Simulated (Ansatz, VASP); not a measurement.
Two plane-wave programs on BAs

```xyz
2
Lattice="2.9469 0.0000 0.0000 0.0000 2.9469 0.0000 0.0000 0.0000 2.9469" Properties=species:S:1:pos:R:3 pbc="T T T"
B     0.0000    0.0000    0.0000
As    1.4734    1.4734    1.4734
```

Change from the starting cell: species swapped into the SmAg type (Pm-3m, No. 221).

Alike in both runs: task relaxation of cell and atoms; functional PBE; k mesh 18 × 18 × 18; occupations gaussian, width 0.1 eV; no spin polarisation.

|  | VASP | Ansatz |
| --- | --- | --- |
| version | VASP 6.6.1 | Ansatz 0.2.0 |
| potentials or method | VASP PAW PBE potentials, release 64 (B, As) | scalar-relativistic, plane waves, PAW |
| plane-wave cutoff (eV) | 600 | 420 |
| valence electrons in the cell | 8 | 18 |

```csv
,VASP,Ansatz,Ansatz less VASP
"gap on the k mesh at the Fermi level, each at its own relaxed structure (eV)",none,none,-
relaxed volume (Å³/atom),12.65,12.63,-0.017
relaxed cell length with the largest relative difference (Å),2.936,2.934,-0.0013
```

A gap of «none» marks a metal or a gap that the smearing closes. The two sets of potentials don't hold the same shells in valence.

Caveats: the bands computed are all filled at some k points, so no gap is given.
